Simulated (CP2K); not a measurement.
The system is Sb.

```
Sb
1.0
     3.24126    0.00000    0.00000
    -1.08042    3.05589    0.00000
    -1.08042   -1.52794    2.64648
Sb
1
Direct
  0.00000 0.00000 0.00000
```

This isn't the form of Sb at room conditions, which is rhombohedral.

```yaml
Program: CP2K 2026.2
Task: single point
Functional: PBE
Potentials_or_basis: POTENTIAL_UZH Sb GTH-PBE-q5; TZVP-MOLOPT-PBE-GTH basis
Density_cutoff: 6123 eV
k_mesh: 10 × 10 × 10
Occupations: fermi-dirac, width 0.05 eV
Spin: no spin polarisation
```

On this cell: pressure 4.8 GPa; band gap on the k mesh none (metal or under the smearing width).

The same run follows on a disturbed copy (cell strained at random at fixed volume):

```xyz
1
Lattice="3.3032 0.0000 0.0000 -1.0920 3.0937 0.0000 -1.1204 -1.6213 2.5651" Properties=species:S:1:pos:R:3 pbc="T T T"
Sb   -0.0001   -0.0222    0.0455
```

**Question.** What does the disturbed cell give?

**Answer.** The energy (extrapolated to zero smearing) moves by +3.1 meV/atom; pressure 4.6 GPa; band gap on the k mesh none (metal or under the smearing width).

Stress tensor (GPa, compression positive):
```
3.92 0.75 0.82
0.75 4.16 0.89
0.82 0.89 5.69
```

Caveats: the basis of atomic orbitals isn't converged, which shifts pressures, moduli and gaps.
